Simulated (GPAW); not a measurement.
# C (C2/m) in GPAW: notebook

One crystal, C, is run at these levels: LDA, PBE, PBEsol; tasks: band structure.

Everything below comes from runs of GPAW 26.7.0. Logs are shortened: lines on timing, memory, paths and dates and some standing lists are left out, and cuts for length are marked. The log counts tension as positive stress, the text compression.

### 1 The crystal as given

Symmetry: C2/m, No. 12, monoclinic system. Conventional cell: a = 4.255 Å, b = 2.457 Å, c = 3.765 Å, α = 90.00°, β = 111.49°, γ = 90.00°. C (site symmetry m) is surrounded by 3 C at 1.42 Å.

This is a stacking variant of graphite.

### 2 Band structure, LDA

Input file run.py:

```python
from ase.dft.bandgap import bandgap
from ase.io import read, write
from ase.units import GPa
from gpaw import GPAW, PW

atoms = read('C.xyz')

calc = GPAW(mode=PW(800),
            xc='LDA',
            kpts={'size': (13, 13, 8), 'gamma': True},
            occupations={'name': 'fermi-dirac', 'width': 0.05},
            nbands=11,
            convergence={'density': 1e-05, 'energy': 1e-05},
            maxiter=150,
            txt='gpaw.txt')
atoms.calc = calc
energy = atoms.get_potential_energy()
forces = atoms.get_forces()
stress = atoms.get_stress()
calc.write('gs.gpw')
write('result.traj', atoms)
print(f'Energy: {energy:.6f} eV')
print('Forces (eV/A):')
print(forces.round(4))
print('Stress (GPa):', (stress / GPa).round(3))
print('Fermi level:', round(calc.get_fermi_level(), 4), 'eV')
print(f'Gap: {bandgap(calc)[0]:.4f} eV, direct: {bandgap(calc, direct=True)[0]:.4f} eV')

path = atoms.cell.bandpath('GYFLI,I1ZF1,YX1,XGN,MG', npoints=100, eps=1e-4)
bs_calc = calc.fixed_density(kpts=path, symmetry='off', nbands=18,
                             convergence={'bands': 'CBM+6.0', 'eigenstates': 1e-6}, txt='bands.txt')
bs = bs_calc.band_structure()
bs.write('bs.json')
print(f'Gap on the path: {bandgap(bs_calc)[0]:.4f} eV')
```

Input file C.xyz:

```xyz
2
Lattice="2.1273203072 -1.2282824400 0.0000000000 2.1273203072 1.2282824400 0.0000000000 -1.3790696309 0.0000000000 3.5028300786" Properties=species:S:1:pos:R:3 pbc="T T T"
C     -0.6699289920      0.0000000000      3.5025041753
C      3.5454999755      0.0000000000      0.0003259033
```

Potentials or basis: the program's PAW data sets (release 1.2.1) made for this functional, pw.

Run with:

```bash
$ OMP_NUM_THREADS=1 python run.py
```

gpaw.txt:

```text
__  _  _
 | _ |_)|_||  |
 |__||  | ||/\| - 26.7.0

Input parameters:
  mode=PW(ecut=800.0),
  convergence={'density': 1e-05, 'energy': 1e-05},
  kpts=MonkhorstPack(size=(13, 13, 8), gamma=True),
  maxiter=150,
  nbands=11,
  occupations=Occupations(name='fermi-dirac', width=0.05),
  xc=XC(name='LDA')

Diagonalizing LCAO Hamiltonian
Converting LCAO to pw mode

       C

                 C

Atoms  # Å, Bohr magnetons
|   | symbol |         x |        y |        z |    initial magnetic moments |
|---|--------|-----------|----------|----------|-----------------------------|
| 0 |      C | -0.669929 | 0.000000 | 3.502504 | ( 0.0000,  0.0000,  0.0000) |
| 1 |      C |  3.545500 | 0.000000 | 0.000326 | ( 0.0000,  0.0000,  0.0000) |

Unit cell  # Å
| periodic |         x |         y |        z |  lengths |     angles |
|----------|-----------|-----------|----------|----------|------------|
|      yes |  2.127320 | -1.228282 | 0.000000 | 2.456455 | 108.496630 |
|      yes |  2.127320 |  1.228282 | 0.000000 | 2.456455 | 108.496630 |
|      yes | -1.379070 |  0.000000 | 3.502830 | 3.764525 |  60.002969 |

Number of symmetries: 4
Symmetry operations  # r_c * U_cc + t_c -> r_c
|   | kind |            matrix            |
|---|------|------------------------------|
| 0 |  E   |  1, 0, 0,  0, 1, 0,  0, 0, 1 |
| 1 |  σ   |  0, 1, 0,  1, 0, 0,  0, 0, 1 |
| 2 |  C2  |  0,-1, 0, -1, 0, 0,  0, 0,-1 |
| 3 |  i   | -1, 0, 0,  0,-1, 0,  0, 0,-1 |

BZ-sampling:
  Number of BZ points: 1352
  Number of IBZ points: 371

  Monkhorst-Pack size: [13, 13, 8]
  Monkhorst-Pack shift: [0.0, 0.0, 0.0625]

K-points  # in reciprocal-cell coordinates
|     |                                coordinates |     weight |
|-----|--------------------------------------------|------------|
|   0 | (  0.00000000,   0.00000000,   0.00000000) | 0.00073964 |
|   1 | (  0.00000000,   0.00000000,   0.12500000) | 0.00147929 |
|   2 | (  0.00000000,   0.00000000,   0.25000000) | 0.00147929 |
|   3 | (  0.00000000,   0.00000000,   0.37500000) | 0.00147929 |
|   4 | (  0.00000000,   0.00000000,   0.50000000) | 0.00073964 |
|   5 | (  0.07692308,  -0.07692308,   0.00000000) | 0.00147929 |
|   6 | (  0.07692308,  -0.07692308,   0.12500000) | 0.00295858 |
|   7 | (  0.07692308,  -0.07692308,   0.25000000) | 0.00295858 |
|   8 | (  0.07692308,  -0.07692308,   0.37500000) | 0.00295858 |
|   9 | (  0.07692308,  -0.07692308,   0.50000000) | 0.00147929 |
| ... |                                            |            |
| 370 | (  0.46153846,   0.46153846,   0.50000000) | 0.00147929 |

Plane wave coefficients: 955
Cutoff: 800.0 eV

Spin-components: 1 (collinear spins)
Bands:           11
Projectors:      10
Spin-degeneracy: 2
Datatype:        complex128

Parallelization:
  kpt:    1
  domain: 1
  band:   1

Density:
  Valence electrons: 8.0
  Components: 1
  Grid points: [18 18 25]
  Charge: 0.0  # |e|

Potential:
  Grid points: [18 18 25]

species:
  C:
    name:    Carbon
    Z:       6.0
    valence: 4
    core:    2
    charge:  0.0  # [|e|]
    compensation charges:
      type: gauss
      rc: 0.20  # [Å]
      lmax: 2
    cutoffs:
      filter: 1.14  # [Å]
      core: 1.14  # [Å]
    projectors
    | kind |    occ | energy [eV] | rcut [Å] |
    |------|--------|-------------|----------|
    |   2s |  2.000 |     -13.639 |    0.635 |
    |   2p |  2.000 |      -5.414 |    0.635 |
    |    s |        |      13.573 |    0.635 |
    |    p |        |      21.797 |    0.635 |
    |    d |        |       0.000 |    0.635 |

    Using partial waves for C as LCAO basis

Reference energy: -2037.605076  # eV

eigensolver:
  PPCG
  Converge bands: occupied
  niter=2

density mixing:
  MSR1-Mixer
  Pratt-step length: 0.05
  Maximum mixing coefficient: 0.75
  Old densities: 10
  SVD Regularization: 0.005
  Good broyden scale: 1.0
  Trust region scale: 1.0
  Backstep threshold: 4.0
  History deletion threshold: 6.0
  Fourier metric: weight=20.0, sigma=0.015

occupation numbers:
  Fermi-Dirac:
    width: 0.0500  # eV

poisson solver:
  ecut: 6400.0  # eV

xc functional:
  name: None

convergence criteria:
- Maximum integral of absolute [dens]ity change: 1e-05 electrons / valence electron
- Maximum [total energy] change in last 3 cyles: 1e-05 eV / valence electron
- Maximum integral of absolute [eigenst]ate change: 4e-08 eV^2 / valence electron
maximum number of iterations: 150

SCF iterations
|iter     | |      energy | eigst |  dens |
|---------|-|-------------|-------|-------|
|iter:   1| |  -21.433804 | +0.63 |       |
|iter:   2| |  -21.272538 | -1.63 | -0.74 |
|iter:   3| |  -20.259308 | -1.05 | -0.77 |
|iter:   4| |  -20.260426 | -2.73 | -1.61 |
|iter:   5| |  -20.261329 | -4.02 | -2.03 |
|iter:   6| |  -20.261330 | -6.10 | -3.30 |
|iter:   7| |  -20.261331c| -7.47c| -3.72 |
|iter:   8| |  -20.261331c| -8.32c| -5.18c|

Converged in 8 steps
Energy contributions relative to reference atoms: (reference = -2037.605076)

Energy contributions:
  Kinetic:          18.918450
  Coulomb:         -19.177049
  Zero:              0.042900
  External:          0.000000
  Xc:              -20.045632
  Entropy:          -0.000001
  Spinorbit:         0.000000
  ----------------------------
  Free energy:     -20.261332
  Extrapolated:    -20.261331

dipole moment: (0.000001, -0.000000, 0.000002)  # |e|*Ang

Fermi level: 5.586
Eigenvalues  # (at kpt = [0.000, 0.000, 0.000])
| band index |      eig [eV] | occ [0-2] |
|------------|---------------|-----------|
|          0 |       -13.961 |     2.000 |
|          1 |        -1.311 |     2.000 |
|          2 |         2.521 |     2.000 |
|          3 |         2.525 |     2.000 |
|          4 |         9.037 |     0.000 |
|          5 |        13.906 |     0.000 |
|          6 |        13.909 |     0.000 |
|          7 |        16.933 |     0.000 |
|          8 |        18.659 |     0.000 |
|          9 |        28.035 |     0.000 |
|         10 |        29.270 |     0.000 |

Gap: 0.901 eV
Transition (v -> c):
  (s=0, k=116, n=3, [0.31, -0.31, 0.00]) -> (s=0, k=196, n=4, [0.38, -0.31, 0.38])
Direct/indirect transitions are different
Direct gap: 0.912 eV
Transition at: (s=0, k=116, n=3, [0.31, -0.31, 0.00])

Forces  # eV/Ang
|        x |       y |        z |
|----------|---------|----------|
| -0.00239 | 0.00000 |  0.00269 |  # C    0
|  0.00239 | 0.00000 | -0.00269 |  # C    1

Stress tensor  # eV/Ang^3
|        x |        y |        z |
|----------|----------|----------|
| 0.035338 | 0.000000 | 0.000194 |
| 0.000000 | 0.035788 | 0.000000 |
| 0.000194 | 0.000000 | 0.009294 |

# Writing to gs.gpw (mode='')
```

Wall time 65 s (1 thread of Arm Neoverse V2, shared host); peak memory 0.31 GiB.

Results:

```
Free energy             : -20.2613 eV
Pressure                : -4.3 GPa
Largest force           : 0.004 eV/Å
Band gap along the path : 0.48 eV, direct
```

Forces on the atoms (eV/Å):
```
C   -0.002  0.000  0.003
C    0.002  0.000 -0.003
```

Levels at the corners of the path, in eV from the valence-band top:
```
point  band 1  band 2  band 3  band 4  band 5  band 6
    Γ  -19.23   -6.58   -2.75   -2.74    3.77    8.64
    Y  -13.76  -12.92   -6.18   -2.37    1.59    7.68
    F  -15.26  -11.22   -5.99   -2.76    2.73    7.84
    L  -13.84  -12.98   -6.14   -1.86    2.14    7.99
    I  -12.85  -11.60  -10.12   -0.97    1.30   10.48
   I1  -12.85  -11.60  -10.12   -0.97    1.30   10.48
    Z  -19.00   -8.23   -2.76   -2.76    8.60    8.60
   F1  -15.26  -11.22   -5.99   -2.76    2.73    7.84
    Y  -13.76  -12.92   -6.18   -2.37    1.59    7.68
   X1  -13.04  -12.23   -9.01   -1.31    1.38   11.10
    X  -13.04  -12.23   -9.01   -1.31    1.38   11.10
    Γ  -19.23   -6.58   -2.75   -2.74    3.77    8.64
    N  -13.76  -12.92   -6.18   -2.42    1.54    7.68
    M  -13.84  -12.98   -6.14   -1.81    2.20    7.99
    Γ  -19.23   -6.58   -2.75   -2.74    3.77    8.64
```

### 3 Band structure, PBE

run.py, as its differences from that of step 2:

```diff
@@ -8,3 +8,3 @@
 calc = GPAW(mode=PW(800),
-            xc='LDA',
+            xc='PBE',
             kpts={'size': (13, 13, 8), 'gamma': True},
```

C.xyz is that of step 2.

Potentials or basis: GPAW PAW data sets (gpaw-data 1.2.1), pw.

Run with:

```bash
$ OMP_NUM_THREADS=1 python run.py
```

It took 69 s on 1 thread of Arm Neoverse V2, shared host; peak memory 0.31 GiB.

The run converged. Its results:

```yaml
Free_energy: -18.4449 eV
Pressure: 3.7 GPa
Largest_force: 0.005 eV/Å
Band_gap_along_the_path: 0.46 eV, direct
```

Forces on the atoms (eV/Å):
```
C   -0.002  0.000  0.004
C    0.002  0.000 -0.004
```

Stress tensor (GPa, compression positive):
```
 4.70  0.00 -0.03
 0.00  4.63  0.00
-0.03  0.00  1.66
```

Levels at the corners of the path, in eV from the valence-band top:
```tsv
point	band 1	band 2	band 3	band 4	band 5
Γ	-19.46	-6.61	-2.78	-2.77	4.16
Y	-14.03	-13.03	-6.21	-2.38	1.66
F	-15.48	-11.37	-6.02	-2.78	2.79
L	-14.10	-13.09	-6.18	-1.88	2.17
I	-13.07	-11.82	-10.13	-0.96	1.29
I1	-13.07	-11.82	-10.13	-0.96	1.29
Z	-19.25	-8.17	-2.79	-2.78	8.63
F1	-15.48	-11.37	-6.02	-2.78	2.79
Y	-14.03	-13.03	-6.21	-2.38	1.66
X1	-13.29	-12.37	-9.06	-1.32	1.39
X	-13.29	-12.37	-9.06	-1.32	1.39
Γ	-19.46	-6.61	-2.78	-2.77	4.16
N	-14.03	-13.03	-6.21	-2.42	1.61
M	-14.11	-13.09	-6.18	-1.84	2.22
Γ	-19.46	-6.61	-2.78	-2.77	4.16
```

Caveat: this functional lacks dispersion, which binds the layers, so the pressure and a relaxed spacing across them are unreliable.

### 4 Band structure, PBEsol

run.py, as its differences from that of step 3:

```diff
@@ -1,10 +1,19 @@
+from ase import Atoms
 from ase.dft.bandgap import bandgap
-from ase.io import read, write
+from ase.io import write
 from ase.units import GPa
-from gpaw import GPAW, PW
+from gpaw import GPAW, PW, setup_paths
 
-atoms = read('C.xyz')
+setup_paths.insert(0, '.')
+
+atoms = Atoms(['C', 'C'],
+              cell=[[2.1273203072, -1.22828244, 0.0],
+                    [2.1273203072, 1.22828244, 0.0],
+                    [-1.3790696309, 0.0, 3.5028300786]],
+              scaled_positions=[[0.16664447, 0.16664447, 0.99990696],
+                                [0.83335553, 0.83335553, 0.00009304]],
+              pbc=True)
 
 calc = GPAW(mode=PW(800),
-            xc='PBE',
+            xc='PBEsol',
             kpts={'size': (13, 13, 8), 'gamma': True},
```

Potentials or basis: PAW data sets generated in the run's folder for this functional, pw.

Run with:

```bash
$ gpaw-setup -f PBEsol C
$ OMP_NUM_THREADS=1 python run.py
```

It took 69 s on 1 thread of Arm Neoverse V2, shared host; peak memory 0.31 GiB.

The run converged. Its results:

```
Free energy             : -19.2984 eV
Pressure                : 0.7 GPa
Largest force           : 0.005 eV/Å
Band gap along the path : 0.47 eV, direct
```

Forces in eV/Å, atoms in the order of the input:
```
C   -0.002  0.000  0.004
C    0.002  0.000 -0.004
```

Stress tensor (GPa, compression positive):
```
 1.15  0.00 -0.03
 0.00  1.08  0.00
-0.03  0.00  0.00
```

Levels at the corners of the path, in eV from the valence-band top:
| point | band 1 | band 2 | band 3 | band 4 | band 5 |
| --- | --- | --- | --- | --- | --- |
| Γ | -19.42 | -6.62 | -2.73 | -2.73 | 3.95 |
| Y | -13.95 | -13.02 | -6.18 | -2.38 | 1.61 |
| F | -15.42 | -11.33 | -5.99 | -2.77 | 2.76 |
| L | -14.02 | -13.07 | -6.15 | -1.87 | 2.15 |
| I | -13.01 | -11.75 | -10.15 | -0.97 | 1.30 |
| I1 | -13.01 | -11.75 | -10.15 | -0.97 | 1.30 |
| Z | -19.20 | -8.22 | -2.74 | -2.74 | 8.61 |
| F1 | -15.42 | -11.33 | -5.99 | -2.77 | 2.76 |
| Y | -13.95 | -13.02 | -6.18 | -2.38 | 1.61 |
| X1 | -13.21 | -12.34 | -9.06 | -1.32 | 1.38 |
| X | -13.21 | -12.34 | -9.06 | -1.32 | 1.38 |
| Γ | -19.42 | -6.62 | -2.73 | -2.73 | 3.95 |
| N | -13.94 | -13.02 | -6.18 | -2.42 | 1.56 |
| M | -14.03 | -13.08 | -6.15 | -1.83 | 2.21 |
| Γ | -19.42 | -6.62 | -2.73 | -2.73 | 3.95 |

Caveat: this functional lacks dispersion, which binds the layers, so the pressure and a relaxed spacing across them are unreliable.

### 5 The runs side by side

| level | potentials or basis | pressure (GPa) |
| --- | --- | --- |
| LDA | the program's PAW data sets (release 1.2.1) made for this functional, pw | -4.3 |
| PBE | GPAW PAW data sets (gpaw-data 1.2.1), pw | 3.7 |
| PBEsol | PAW data sets generated in the run's folder for this functional, pw | 0.7 |

Alike in all rows: task band structure; no spin polarisation; cell as given; k mesh 13 × 13 × 8; cutoff (eV) 800; smearing fermi-dirac 0.05 eV.

Caveats: this functional lacks dispersion, which binds the layers, so the pressure and a relaxed spacing across them are unreliable (some runs).

Total energies depend on the potentials used, so only differences within one code and one set of settings carry meaning.
